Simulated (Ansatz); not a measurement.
# What went wrong? cubic perovskite-type CsPbBr3, size series (40 atoms)

Program: Ansatz 0.2.0. The cell: 8 Cs, 8 Pb and 24 Br.

input.yaml

```yaml
crystal:
  lattice:
    - [11.74, 0.0, 0.0]
    - [0.0, 11.74, 0.0]
    - [0.0, 0.0, 11.74]
  atoms:
    - { symbol: Cs, position: [0.00065, 0.00087, 0.99234] }
    - { symbol: Pb, position: [0.2555, 0.25102, 0.24468] }
    - { symbol: Br, position: [0.24558, 0.25758, 0.99825] }
    - { symbol: Br, position: [0.98766, 0.24812, 0.24485] }
    - { symbol: Br, position: [0.25292, 0.98938, 0.2498] }
    - { symbol: Cs, position: [0.00231, 0.99337, 0.4905] }
    - { symbol: Pb, position: [0.23226, 0.25494, 0.75593] }
    - { symbol: Br, position: [0.2602, 0.25065, 0.51146] }
    - { symbol: Br, position: [0.00119, 0.26449, 0.75044] }
    - { symbol: Br, position: [0.23917, 0.00633, 0.75493] }
    - { symbol: Cs, position: [0.0114, 0.50016, 0.98879] }
    - { symbol: Pb, position: [0.25274, 0.75557, 0.24232] }
    - { symbol: Br, position: [0.24163, 0.7493, 0.00819] }
    - { symbol: Br, position: [0.00537, 0.7554, 0.25712] }
    - { symbol: Br, position: [0.23294, 0.50485, 0.25167] }
    - { symbol: Cs, position: [0.99427, 0.4886, 0.491] }
    - { symbol: Pb, position: [0.25224, 0.76107, 0.74094] }
    - { symbol: Br, position: [0.25964, 0.75884, 0.49648] }
    [... 16 atom lines left out ...]
    - { symbol: Br, position: [0.73418, 0.50345, 0.24538] }
    - { symbol: Cs, position: [0.49421, 0.49537, 0.50892] }
    - { symbol: Pb, position: [0.75273, 0.75725, 0.75002] }
    - { symbol: Br, position: [0.75274, 0.75572, 0.49694] }
    - { symbol: Br, position: [0.50168, 0.75946, 0.74321] }
    - { symbol: Br, position: [0.75682, 0.49477, 0.74803] }
kpoints:
  mp_grid: { grid: [1, 1, 1] }
hamiltonian:
  xc: pbe
scf:
  occupations: { method: fermi_dirac, width: 0.05 }
  eigensolver: { kind: { support_functions: { accuracy: medium, radius: 4.32 } } }
  max_iter: 150
output:
  forces: true
  eigenvalues: true
```

Started as:

```console
> ansatz run input.yaml --threads 4 --pin off --max-ram 8192MiB --backend cpu --events-out ev --progress --plain --runs-dir out
```

The log of the run:

```text
Warning: scf.eigensolver.kind.support_functions: disabling space-group detection — the functions' gradient is summed over unrotated k-points, so no spatial operation reduces the k-mesh or symmetrises the density; time reversal is kept, so that k and −k are solved as one point where they differ and the mesh holds both, and exact exchange and, on two spinor components, a DFT+U term hold to it where the run has them: [...]
settings of this run that can trade accuracy for cost: scf.eigensolver.kind.support_functions [...]
Engine: ansatz 0.2.0, aarch64-unknown-linux-gnu
Pseudopotentials: kind: paw
Pseudopotential: Cs, paw, valence charge 9, recommended cutoff 420 eV (normal), Cs.paw.azcp
Pseudopotential: Pb, paw, valence charge 14, recommended cutoff 420 eV (normal), Pb.paw.azcp
Pseudopotential: Br, paw, valence charge 7, recommended cutoff 420 eV (normal), Br.paw.azcp
[... 5 lines on functional and potentials left out ...]
Error: SCF: the radius of support functions is under 4.83 Å, the least for these sites at the functions' level (scf.eigensolver.kind.support_functions.accuracy). Use scf.eigensolver.kind: auto, or type scf.eigensolver.kind.support_functions.radius at least as long, [...]
```

It took 2.3 s on 4 threads of Arm Neoverse V2, shared host; peak memory 0.36 GiB.

Q: Name the fault and the fix.

A radius under the least that the level allows: support_functions.radius = 4.32.

The fix is to use a longer radius.

The run ended with an error.

[Logs are printed without paths, hosts, clocks, repeated set-up lines and the standing remarks that a program may print on its own settings, such as how far it seeks lower states.]

[Hosts, paths, dates, database ids (printed as entryN), source tags and the programs' standing remarks are cut or masked in the printed files.]
